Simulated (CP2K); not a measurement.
Runs of CP2K 2026.2 on Ta2N. Symmetry: P-3m1, No. 164, trigonal system. Conventional cell: a = 3.113 Å, b = 3.113 Å, c = 4.870 Å, α = 90.00°, β = 90.00°, γ = 120.00°. Ta (site symmetry 3m) has 3 N at 2.18 Å as nearest neighbours. N (site symmetry -3m) is surrounded by 6 Ta at 2.18 Å. The cell comes from a database or a generator and needn't be the stable form of this composition.

| task | level | potentials or basis | cell | smearing | EPS_DEFAULT | NGRIDS | CUTOFF of the grids | points a segment of the path (NPOINTS) | bands added on the path | gap on the mesh (eV) | pressure (GPa) | largest force (eV/Å) |
| --- | --- | --- | --- | --- | --- | --- | --- | --- | --- | --- | --- | --- |
| single point | PBEsol | POTENTIAL_UZH Ta GTH-PBE-q13, N GTH-PBE-q5; TZVP-MOLOPT-PBE-GTH basis | as given | fermi-dirac 0.05 eV | 1.0E-10 | 5 | 450 Ry | - | - | none | -9.7 | 0.33 |
| band structure | LDA | GTH_POTENTIALS Ta GTH-PADE-q13, N GTH-PADE-q5; TZVP-MOLOPT-PBE-GTH basis | as given | fermi-dirac 0.0259 eV | 1.0E-9 | 4 | 450 Ry | 10 | 2 | none | -80.4 | 5.16 |
| single point | PBEsol | POTENTIAL_UZH Ta GTH-PBE-q13, N GTH-PBE-q5; TZVP-MOLOPT-PBE-GTH basis | atoms moved at random, drawn with an rms of 0.05 Å | fermi-dirac 0.05 eV | 1.0E-10 | 5 | 450 Ry | - | - | none | -9.0 | 0.78 |
| band structure | r2SCAN | POTENTIAL_UZH Ta GTH-SCAN-q13, N GTH-SCAN-q5; TZVP-MOLOPT-SCAN-GTH basis | as given | fermi-dirac 0.01 eV | 1.0E-9 | 5 | 675 Ry | 8 | 4 | none | (a) | 0.09 |
| band structure | PBEsol | POTENTIAL_UZH Ta GTH-PBE-q13, N GTH-PBE-q5; TZVP-MOLOPT-PBE-GTH basis | as given | fermi-dirac 0.0259 eV | 1.0E-9 | 4 | 450 Ry | 8 | 6 | none | -9.7 | 0.33 |

Alike in all rows: no spin polarisation; k mesh 10 × 10 × 6.

Problem. Estimate the missing entries.

Solution. (a) -9.1.

Caveats: the basis of atomic orbitals isn't converged, which shifts pressures, moduli and gaps; the potentials were made for another functional, which shifts forces and pressure (some runs); spin-orbit coupling is left out, which moves the levels of the heavy elements (some runs); a pressure of tens of GPa on the cell as given is suspect, and the run, the potentials or the cell itself is likely at fault (some runs); forces of over 1 eV/Å show positions far from the minimum, so gaps and moduli don't describe the material at rest (some runs).

A k mesh can miss the band edges, and the runs leave out spin-orbit coupling on Ta.

A gap of «none» marks a metal or a gap under the smearing width.

Runs at the PBE level aren't shown here.
